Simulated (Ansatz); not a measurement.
LDA, PBE, PBEsol and r²SCAN on GaAs

```yaml
crystal:
  lattice:
    - [0.00000, 2.82685, 2.82685]
    - [2.82685, 0.00000, 2.82685]
    - [2.82685, 2.82685, 0.00000]
  atoms:
    - { symbol: Ga, position: [0.00000, 0.00000, 0.00000] }
    - { symbol: As, position: [0.75000, 0.75000, 0.75000] }
```

Atom numbers follow the list: Ga1, As2.

The cell is COD entry 9008845, as deposited and not checked against the literature; nothing was relaxed.

One fixed cell is solved with several functionals by PAW (frozen-core files) in Ansatz 0.2.0, scalar-relativistically. A positive pressure means that the functional wants a larger cell.

The PAW files were made with PBE; their cores are remade for each functional.

Numerical set-up: a Γ-centred 10×10×10 k mesh, Fermi–Dirac smearing of 0.08 eV, cutoff 420 eV, no spin polarisation.

Cutoffs: PBE 420 eV, LDA 420 eV, PBEsol 420 eV, r²SCAN 500 eV.

Gaps under 0.4 eV may close at points that the mesh misses.

```json
{"setting": "PBE", "P (GPa)": "3.29", "gap over the k mesh and a high-symmetry path (eV)": "0.52", "lowest level at Γ above −25 eV, from the valence-band top or, without a gap, the Fermi level (eV)": "-14.78"}
{"setting": "LDA", "P (GPa)": "?", "gap over the k mesh and a high-symmetry path (eV)": "?", "lowest level at Γ above −25 eV, from the valence-band top or, without a gap, the Fermi level (eV)": "-14.90"}
{"setting": "PBEsol", "P (GPa)": "0.21", "gap over the k mesh and a high-symmetry path (eV)": "0.44", "lowest level at Γ above −25 eV, from the valence-band top or, without a gap, the Fermi level (eV)": "-14.78"}
{"setting": "r²SCAN", "P (GPa)": "0.51", "gap over the k mesh and a high-symmetry path (eV)": "1.02", "lowest level at Γ above −25 eV, from the valence-band top or, without a gap, the Fermi level (eV)": "-15.23"}
```

(1) Fill in "P (GPa)" for the row "LDA".

(2) Give the missing entry: row "LDA", column "gap over the k mesh and a high-symmetry path (eV)".

Answers

(1) -1.87.

(2) 0.28.
